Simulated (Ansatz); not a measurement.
A 2-atom cell of ZnS started from a crystallographic database, relaxed with r2SCAN, was run in the plane-wave code Ansatz under altered settings. All numbers are computed, without spin polarisation but where a row says otherwise.

```
CELL_PARAMETERS angstrom
0.00000 2.69410 2.69410
2.69410 0.00000 2.69410
2.69410 2.69410 0.00000
ATOMIC_POSITIONS crystal
Zn 0.25000 0.25000 0.25000
S 0.00000 0.00000 0.00000
```

The base run's other keys:
```yaml
kpoints:
  mp_grid: { grid: [4, 4, 4] }
hamiltonian:
  xc: hse06
scf:
  occupations: { method: fixed }
  n_extra_bands: 4
```

It takes 12 iterations with 749 plane waves at 420 eV and 8 k points, and leaves a mean stress of +1.91 GPa. The gap over this mesh is 3.395 eV. It ran on 4 threads of Arm Neoverse N1 (shared host).

Outcomes, with energy and stress as changes against the base:
```tsv
setting	outcome	ΔF (meV/atom)	Δ mean stress (GPa)	gap on the mesh (eV)	iterations	wall time
hamiltonian.xc: hf	converged	–	+7.7	10.367	23	8.5 s
PBE hybrid, exx coeff 0.5, unscreened	converged	–	-1.0	6.102	18	7.2 s
PBE hybrid, exx coeff 0.2, unscreened	converged	–	-0.1	3.691	12	5.8 s
PBE hybrid, exx coeff 0.2, omega 0.5 1/Å	converged	–	+0.6	2.709	11	6.2 s
scf.exx.max_outer_iter: 2	converged	0.0	0.0	3.395	18	6.4 s
kpoints.mp_grid.shift: [0.5, 0.5, 0.5]	converged, warned	-19.3	-0.3	4.357	14	7.8 s
```
A dash marks a value that wasn't obtained or can't be compared. Stress is positive in compression. Its mean hides that meshes of lower symmetry stress the axes unequally. The base took 6.1 s.

- hamiltonian.xc: hf. The mean stress moves by +7.7 GPa and the gap on the mesh by +6.972 eV (to 10.367). It's another functional on the same cell, so totals aren't comparable.
- PBE hybrid, exx coeff 0.5, unscreened. That is 50 % exact exchange, at all ranges, against HSE06's 25 % screened at 0.208 1/Å. The mean stress moves by -1.0 GPa and the gap on the mesh by +2.707 eV (to 6.102). Totals of different functionals aren't comparable.
- PBE hybrid, exx coeff 0.2, omega 0.5 1/Å. That is 20 % exact exchange, screened with ω = 0.5 1/Å, against HSE06's 25 % screened at 0.208 1/Å. The mean stress moves by +0.6 GPa and the gap on the mesh by -0.685 eV (to 2.709). Totals of different functionals aren't comparable.
- kpoints.mp_grid.shift: [0.5, 0.5, 0.5]. The free energy moves by -19.3 meV an atom, the mean stress by -0.3 GPa and the gap on the mesh by +0.963 eV (to 4.357). The mesh breaks the crystal's symmetry, so the stress, and any force that symmetry no longer fixes, lose it too. The gap changes mostly because other points are sampled; a mesh that misses a band edge overestimates it. Warned: symmetry narrowed by mesh.

Within 1 meV an atom, 0.1 GPa and 0.005 eV of the base stay: scf.exx.max_outer_iter: 2.

The program warns that its thresholds are loose for a hybrid's stress.

The meshes of the hybrids are coarse, so their gaps aren't converged to the digits shown.
